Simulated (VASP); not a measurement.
# Hf (P6/mmm) in VASP: further runs

Runs on Hf. Level: PBEsol. Tasks: single point.

Program: VASP 6.6.1. These are calculated values, not measurements. Logs are shortened: lines on timing, memory, paths and dates and some standing lists are left out, and cuts for length are marked.

## Step 1: Starting point

The structure is hexagonal, space group P6/mmm (No. 191). Conventional cell: a = 4.912 Å, b = 4.912 Å, c = 3.060 Å, α = 90.00°, β = 90.00°, γ = 120.00°. Around Hf (site symmetry -6m2) lie 11 Hf at 2.84 to 3.22 Å. Around Hf (site symmetry 6/mmm) lie 14 Hf at 3.06 to 3.22 Å.

This isn't the form of Hf at room conditions, which is hcp.

## Step 2: Single point, PBEsol

INCAR

```
SYSTEM = Hf
  PREC = Accurate
  ENCUT = 700
  EDIFF = 1E-6
  ISMEAR = 0
  SIGMA = 0.1
  LREAL = .FALSE.
  LASPH = .TRUE.
  NELM = 60
  ALGO = Fast
  ISIF = 2
  LWAVE = .FALSE.
  LCHARG = .FALSE.
  GGA = PS
```

KPOINTS

```
Automatic mesh
0
G
  12 12 14
  0 0 0
```

POSCAR

```
Hf
1.0
    4.9124200000      0.0000000000      0.0000000000
   -2.4562100000      4.2542800000      0.0000000000
    0.0000000000      0.0000000000      3.0596800000
Hf
3
Direct
    0.6666700000      0.3333300000      0.5000000000
    0.3333300000      0.6666700000      0.5000000000
    0.0000000000      0.0000000000      0.0000000000
```

Potentials or basis: VASP PAW PBE potentials, release 64 (Hf_pv).

Launch:

```sh
$ cat potpaw_PBE.64/Hf_pv/POTCAR > POTCAR
$ mpirun -np 1 vasp_std > vasp.out
```

OUTCAR:

```text
SYSTEM = Hf
   PREC = Accurate
   ENCUT = 700
   EDIFF = 1E-6
   ISMEAR = 0
   LREAL = .FALSE.
   LASPH = .TRUE.
   NELM = 60
   ISIF = 2
   GGA = PS

 ion  position               nearest neighbor table
   1  0.667  0.333  0.500-   2 2.84   2 2.84   2 2.84   3 3.22   3 3.22   3 3.22   3 3.22   3 3.22
                             3 3.22
   2  0.333  0.667  0.500-   1 2.84   1 2.84   1 2.84   3 3.22   3 3.22   3 3.22   3 3.22   3 3.22
                             3 3.22
   3  0.000  0.000  0.000-   1 3.22   2 3.22   1 3.22   2 3.22   2 3.22   2 3.22   1 3.22   1 3.22
                             1 3.22   1 3.22   2 3.22   2 3.22

  LATTYP: Found a hexagonal cell.
 ALAT       =     4.9124200000
 C/A-ratio  =     0.6228457664

  Lattice vectors:

 A1 = (   4.9124200000,   0.0000000000,   0.0000000000)
 A2 = (  -2.4562100000,   4.2542800000,   0.0000000000)
 A3 = (   0.0000000000,   0.0000000000,   3.0596800000)

Analysis of symmetry for initial positions (statically):
=====================================================================
 Subroutine PRICEL returns:
 Original cell was already a primitive cell.

 Routine SETGRP: Setting up the symmetry group for a
 hexagonal supercell.

 Subroutine GETGRP returns: Found  8 space group operations
 (whereof  8 operations were pure point group operations)
 out of a pool of 24 trial point group operations.

The static configuration has the point symmetry D_2h.

Analysis of symmetry for dynamics (positions and initial velocities):
=====================================================================
 Subroutine PRICEL returns:
 Original cell was already a primitive cell.

 Routine SETGRP: Setting up the symmetry group for a
 hexagonal supercell.

 Subroutine GETGRP returns: Found  8 space group operations
 (whereof  8 operations were pure point group operations)
 out of a pool of 24 trial point group operations.

The dynamic configuration has the point symmetry D_2h.

 Subroutine INISYM returns: Found  8 space group operations
 (whereof  8 operations are pure point group operations),
 and found     1 'primitive' translations

----------------------------------------------------------------------------------------

                                     Primitive cell

  volume of cell :      63.9437

  direct lattice vectors                    reciprocal lattice vectors
     4.912420000  0.000000000  0.000000000     0.203565656  0.117528701  0.000000000
    -2.456210000  4.254280000  0.000000000     0.000000000  0.235057401  0.000000000
     0.000000000  0.000000000  3.059680000     0.000000000  0.000000000  0.326831564

  length of vectors
     4.912420000  4.912419555  3.059680000     0.235057380  0.235057401  0.326831564

  position of ions in fractional coordinates (direct lattice)
     0.666670000  0.333330000  0.500000000
     0.333330000  0.666670000  0.500000000
     0.000000000  0.000000000  0.000000000

  ion indices of the primitive-cell ions
   primitive index   ion index
                 1           1
                 2           2
                 3           3

----------------------------------------------------------------------------------------

 KPOINTS: Automatic mesh

Automatic generation of k-mesh.
 Grid dimensions read from file:
 generate k-points for:   12   12   14

 Generating k-lattice:

  Cartesian coordinates                     Fractional coordinates (reciprocal lattice)
     0.016963805  0.009794058  0.000000000     0.083333333  0.000000000  0.000000000
     0.000000000  0.019588117  0.000000000     0.000000000  0.083333333  0.000000000
     0.000000000  0.000000000  0.023345112     0.000000000  0.000000000  0.071428571

  Length of vectors
     0.019588115  0.019588117  0.023345112

  Shift w.r.t. Gamma in fractional coordinates (k-lattice)
     0.000000000  0.000000000  0.000000000

 Subroutine IBZKPT returns following result:
 ===========================================

 Found    344 irreducible k-points:

 Following reciprocal coordinates:
            Coordinates               Weight
  0.000000  0.000000  0.000000      1.000000
  0.083333  0.000000  0.000000      4.000000
 -0.083333  0.083333  0.000000      2.000000
  0.166667 -0.000000  0.000000      4.000000
 -0.166667  0.166667  0.000000      2.000000
  0.250000  0.000000  0.000000      4.000000
[... 16 lines left out ...]
 -0.083333  0.416667  0.000000      4.000000
 -0.416667  0.333333  0.000000      4.000000
 [... further k-points ...]
   k-points           NKPTS =    344   k-points in BZ     NKDIM =    344   number of bands    NBANDS=     19
   number of dos      NEDOS =    301   number of ions     NIONS =      3
   total plane-waves  NPLWV =  49392
   dimension x,y,z NGX =    42 NGY =   42 NGZ =   28
   dimension x,y,z NGXF=    84 NGYF=   84 NGZF=   56
   ions per type =               3
   NGX,Y,Z   is equivalent  to a cutoff of  14.21, 14.21, 15.21 a.u.
   NGXF,Y,Z  is equivalent  to a cutoff of  28.43, 28.43, 30.43 a.u.
 SYSTEM =  Hf
   PREC   = accura    normal or accurate (medium, high low for compatibility)
   ISTART =      0    job   : 0-new  1-cont  2-samecut
   ICHARG =      2    charge: 1-file 2-atom 10-const
   ISPIN  =      1    spin polarized calculation?
   LNONCOLLINEAR =      F non collinear calculations
   LSORBIT =      F    spin-orbit coupling
   LASPH  =      T    aspherical Exc in radial PAW
   ENCUT  =  700.0 eV  51.45 Ry    7.17 a.u.  10.60 10.60  6.60*2*pi/ulx,y,z
   NELM   =     60;   NELMIN=  2; NELMDL= -5     # of ELM steps
   EDIFF  = 0.1E-05   stopping-criterion for ELM
   LREAL  =      F    real-space projection
[... 7 lines left out ...]
   TEBEG  =    0.0;   TEEND  =   0.0 temperature during run
   PSTRESS=    0.0 pullay stress
   NELECT =      30.0000    total number of electrons
   NUPDOWN=      -1.0000    fix difference up-down
   EMIN   =  10.00;   EMAX   =-10.00  energy-range for DOS
   EFERMI =   0.00;   METHOD = LEGACY
   ISMEAR =     0;   SIGMA  =   0.10  broadening in eV -4-tet -1-fermi 0-gaus
   EFERMI_NEDOS =   21; number of points for ismear=-14 and -15
   IALGO  =     68    algorithm
   IMIX   =      4    mixing-type and parameters
     AMIX     =   0.40;   BMIX     =  1.00
     AMIX_MAG =   1.60;   BMIX_MAG =  1.00
  volume/ion in A,a.u.               =      21.31       143.84
  Fermi-wavevector in a.u.,A,eV,Ry     =   1.272085  2.403892 22.016944  1.618200
  Thomas-Fermi vector in A             =   2.404983
   LORBIT       =      0    0 simple, 1 ext, 2 COOP (PROOUT), +10 PAW based schemes
   GGA     = PS    functional components
   LHFCALC =     F    Hartree Fock is set to
   AEXX    =    0.0000 exact exchange contribution
   IVDW    =     0    specifies the selected vdW correction
   LEPSILON=     F    determine dielectric tensor
   LRPA    =     F    only Hartree local field effects (RPA)
 non-spin polarized calculation
 RMM-DIIS sequential band-by-band and
 Gauss-broadening in eV      SIGMA  =   0.10
  energy-cutoff  :      700.00
  volume of cell :       63.94
 maximum number of plane-waves:      2725
   NGX = 21   NGY = 21   NGZ = 13

 number of electron      30.0000003 magnetization

 Free energy of the ion-electron system (eV)
  ---------------------------------------------------
  ext. energy  EPLUGINS =         0.00000000
  ---------------------------------------------------
  free energy    TOTEN  =       -31.41460800 eV

  energy without entropy =      -31.40217223  energy(sigma->0) =      -31.40839012

 E-fermi :   4.8964     XC(G=0): -11.6128

 val. band max:        4.8843988295   @ k =   0.3333   0.3333   0.2857
 cond. band min:       4.8985844684   @ k =   0.3333   0.3333   0.2143
 fundamental gap:      0.0141856389
 Fermi energy:         4.8964051359

 k-point     1 :       0.0000    0.0000    0.0000
  band No.  band energies     occupation
      1     -25.6934      2.00000
      2     -25.6934      2.00000
      3     -25.6666      2.00000
      4     -25.6664      2.00000
      5     -25.2472      2.00000
      6     -24.9812      2.00000
[... 11 lines left out ...]
     18       7.0846      0.00000
     19       7.0871      0.00000

 k-point     2 :       0.0833    0.0000    0.0000
  band No.  band energies     occupation
      1     -25.7577      2.00000
      2     -25.7483      2.00000
      3     -25.6008      2.00000
      4     -25.5922      2.00000
      5     -25.2438      2.00000
      6     -24.9822      2.00000
[... 11 lines left out ...]
     18       6.9747      0.00000
     19       7.1743      0.00000

 k-point     3 :      -0.0833    0.0833    0.0000
  band No.  band energies     occupation
      1     -25.7577      2.00000
      2     -25.7482      2.00000
      3     -25.6009      2.00000
      4     -25.5922      2.00000
      5     -25.2438      2.00000
      6     -24.9822      2.00000
[... 11 lines left out ...]
     18       6.9760      0.00000
     19       7.1692      0.00000

 k-point     4 :       0.1667   -0.0000    0.0000
  band No.  band energies     occupation
      1     -25.8274      2.00000
      2     -25.7851      2.00000
      3     -25.5272      2.00000
      4     -25.5021      2.00000
      5     -25.2342      2.00000
      6     -24.9845      2.00000
[... 407 lines left out ...]
     18       5.9870      0.00000
     19       6.6145      0.00000

 k-point    23 :      -0.0833    0.4167    0.0000
  band No.  band energies     occupation
      1     -25.9346      2.00000
      2     -25.7399      2.00000
      3     -25.4663      2.00000
      4     -25.3430      2.00000
      5     -25.1988      2.00000
      6     -25.0584      2.00000
[... 11 lines left out ...]
     18       5.9870      0.00000
     19       6.6145      0.00000

 k-point    24 :      -0.4167    0.3333    0.0000
  band No.  band energies     occupation
      1     -25.9346      2.00000
      2     -25.7399      2.00000
      3     -25.4663      2.00000
      4     -25.3430      2.00000
      5     -25.1988      2.00000
      6     -25.0584      2.00000
[... 11 lines left out ...]
     18       5.9870      0.00000
     19       6.6145      0.00000

 [... further k-points ...]

------------------------ aborting loop because EDIFF is reached ----------------------------------------

  FORCE on cell =-STRESS in cart. coord.  units (eV):
  Direction    XX          YY          ZZ          XY          YZ          ZX
  --------------------------------------------------------------------------------------
  -------------------------------------------------------------------------------------
  Total        0.0034084      0.0034886      0.0091511      0.0000695      0.0000000      0.0000000
  in kB        0.0854001      0.0874102      0.2292910      0.0017408      0.0000000      0.0000000
  external PRESSURE =       0.1340337 kB  Pullay stress =       0.0000000 kB

 VOLUME and BASIS-vectors are now :
 -----------------------------------------------------------------------------
  energy-cutoff  :      700.00
  volume of cell :       63.94
      direct lattice vectors                 reciprocal lattice vectors
     4.912420000  0.000000000  0.000000000     0.203565656  0.117528701  0.000000000
    -2.456210000  4.254280000  0.000000000     0.000000000  0.235057401  0.000000000
     0.000000000  0.000000000  3.059680000     0.000000000  0.000000000  0.326831564

 POSITION                                       TOTAL-FORCE (eV/Angst)
 -----------------------------------------------------------------------------------
      2.45623      1.41808      1.52984        -0.000221      0.000127      0.000000
     -0.00002      2.83620      1.52984         0.000221     -0.000127     -0.000000
      0.00000      0.00000      0.00000        -0.000000      0.000000      0.000000
 -----------------------------------------------------------------------------------
    total drift:                                0.000000      0.000000      0.000000

  FREE ENERGIE OF THE ION-ELECTRON SYSTEM (eV)
  ---------------------------------------------------
  free  energy   TOTEN  =       -31.4146080049 eV

  energy  without entropy=      -31.4021722279  energy(sigma->0) =      -31.40839012
```

It took 8 min on 1 thread of AMD EPYC 9R45 (Zen 5), shared host; peak memory 0.59 GiB.

Results:

| Item | Value |
| --- | --- |
| Free energy | -31.4146 eV |
| Pressure | 0.0 GPa |
| Band gap on the k mesh | none (metal or under the smearing width) |

Caveat: the PAW data sets were made with another functional, which shifts forces and pressure a little. Spin-orbit coupling is left out, which matters for the levels of Hf.

## Step 3: Single point, PBEsol

Edit INCAR of step 2 so:

```diff
@@ -2,3 +2,3 @@
   PREC = Accurate
-  ENCUT = 700
+  ENCUT = 520
   EDIFF = 1E-6
```

KPOINTS

```
Automatic mesh
0
G
  15 15 20
  0 0 0
```

POSCAR is that of step 2.

Potentials or basis: VASP PAW PBE potentials, release 64 (Hf_pv).

Launch:

```sh
$ cat potpaw_PBE.64/Hf_pv/POTCAR > POTCAR
$ mpirun -np 1 vasp_std > vasp.out
```

OUTCAR:

```text
SYSTEM = Hf
   PREC = Accurate
   ENCUT = 520
   EDIFF = 1E-6
   ISMEAR = 0
   LREAL = .FALSE.
   LASPH = .TRUE.
   NELM = 60
   ISIF = 2
   GGA = PS

 ion  position               nearest neighbor table
   1  0.667  0.333  0.500-   2 2.84   2 2.84   2 2.84   3 3.22   3 3.22   3 3.22   3 3.22   3 3.22
                             3 3.22
   2  0.333  0.667  0.500-   1 2.84   1 2.84   1 2.84   3 3.22   3 3.22   3 3.22   3 3.22   3 3.22
                             3 3.22
   3  0.000  0.000  0.000-   1 3.22   2 3.22   1 3.22   2 3.22   2 3.22   2 3.22   1 3.22   1 3.22
                             1 3.22   1 3.22   2 3.22   2 3.22

  LATTYP: Found a hexagonal cell.
 ALAT       =     4.9124200000
 C/A-ratio  =     0.6228457664

  Lattice vectors:

 A1 = (   4.9124200000,   0.0000000000,   0.0000000000)
 A2 = (  -2.4562100000,   4.2542800000,   0.0000000000)
 A3 = (   0.0000000000,   0.0000000000,   3.0596800000)

Analysis of symmetry for initial positions (statically):
=====================================================================
 Subroutine PRICEL returns:
 Original cell was already a primitive cell.

 Routine SETGRP: Setting up the symmetry group for a
 hexagonal supercell.
[... 171 lines left out ...]

 E-fermi :   4.8994     XC(G=0): -11.6128

 val. band max:        4.8956718937   @ k =  -0.4667   0.3333   0.3500
 cond. band min:       4.8996297653   @ k =   0.3333   0.2000   0.0500
 fundamental gap:      0.0039578716
 Fermi energy:         4.8994181017

 k-point     1 :       0.0000    0.0000    0.0000
  band No.  band energies     occupation
      1     -25.6915      2.00000
      2     -25.6915      2.00000
      3     -25.6662      2.00000
      4     -25.6660      2.00000
      5     -25.2449      2.00000
      6     -24.9797      2.00000
[... 505 lines left out ...]
      6     -25.0193      2.00000
[... 11 lines left out ...]
     18       5.9998      0.00000
     19       6.7339      0.00000

 [... further k-points ...]

------------------------ aborting loop because EDIFF is reached ----------------------------------------

  FORCE on cell =-STRESS in cart. coord.  units (eV):
  Direction    XX          YY          ZZ          XY          YZ          ZX
  --------------------------------------------------------------------------------------
  -------------------------------------------------------------------------------------
  Total       -0.0273440     -0.0272487     -0.0109037      0.0000825      0.0000000      0.0000000
  in kB       -0.6851337     -0.6827461     -0.2732036      0.0020676      0.0000000      0.0000000
  external PRESSURE =      -0.5470278 kB  Pullay stress =       0.0000000 kB

 VOLUME and BASIS-vectors are now :
 -----------------------------------------------------------------------------
  energy-cutoff  :      520.00
  volume of cell :       63.94
      direct lattice vectors                 reciprocal lattice vectors
     4.912420000  0.000000000  0.000000000     0.203565656  0.117528701  0.000000000
    -2.456210000  4.254280000  0.000000000     0.000000000  0.235057401  0.000000000
     0.000000000  0.000000000  3.059680000     0.000000000  0.000000000  0.326831564

 POSITION                                       TOTAL-FORCE (eV/Angst)
 -----------------------------------------------------------------------------------
      2.45623      1.41808      1.52984        -0.000231      0.000134      0.000000
     -0.00002      2.83620      1.52984         0.000231     -0.000134      0.000000
      0.00000      0.00000      0.00000        -0.000000      0.000000      0.000000
 -----------------------------------------------------------------------------------
    total drift:                                0.000000      0.000000      0.000000

  FREE ENERGIE OF THE ION-ELECTRON SYSTEM (eV)
  ---------------------------------------------------
  free  energy   TOTEN  =       -31.4137965040 eV

  energy  without entropy=      -31.4021376198  energy(sigma->0) =      -31.40796706
```

OSZICAR:

```text
N       E                     dE             d eps       ncg     rms          rms(c)
DAV:   1     0.972709429614E+02    0.97271E+02   -0.17040E+04 27032   0.151E+03
DAV:   2    -0.256468807393E+02   -0.12292E+03   -0.11863E+03 30233   0.325E+02
[... 11 lines left out ...]
RMM:  14    -0.314138740946E+02   -0.32427E-04   -0.83707E-05 39258   0.495E-02    0.168E-01
RMM:  15    -0.314138322063E+02    0.41888E-04   -0.25196E-05 31381   0.293E-02    0.106E-01
RMM:  16    -0.314137974833E+02    0.34723E-04   -0.95073E-05 40168   0.487E-02    0.359E-02
RMM:  17    -0.314137988054E+02   -0.13221E-05   -0.74677E-06 29299   0.175E-02    0.345E-02
RMM:  18    -0.314137973036E+02    0.15018E-05   -0.42264E-06 25888   0.919E-03    0.273E-02
RMM:  19    -0.314137965040E+02    0.79954E-06   -0.21028E-06 22113   0.616E-03
   1 F= -.31413797E+02 E0= -.31407967E+02  d E =-.116589E-01
```

Wall time 12 min (1 thread of AMD EPYC 9R45 (Zen 5), shared host); peak memory 0.71 GiB.

What came out:

```yaml
Free_energy: -31.4138 eV
Pressure: -0.1 GPa
Band_gap_on_the_k_mesh: none (metal or under the smearing width)
```

Levels at points of the mesh, in eV from the Fermi level:
| k point | band 11 | band 12 | band 13 | band 14 | band 15 | band 16 | band 17 | band 18 | band 19 |
| --- | --- | --- | --- | --- | --- | --- | --- | --- | --- |
| (0.00, 0.00, 0.00) | -2.62 | -0.62 | -0.62 | -0.62 | -0.58 | -0.58 | 1.13 | 2.19 | 2.19 |
| (0.00, 0.00, 0.50) | -2.66 | -2.66 | -2.17 | -1.98 | -1.98 | 1.42 | 1.42 | 2.09 | 2.09 |

Caveat: the PAW data sets were made with another functional, which shifts forces and pressure a little. Spin-orbit coupling is left out, which matters for the levels of Hf.

[end of part 1 of 2]
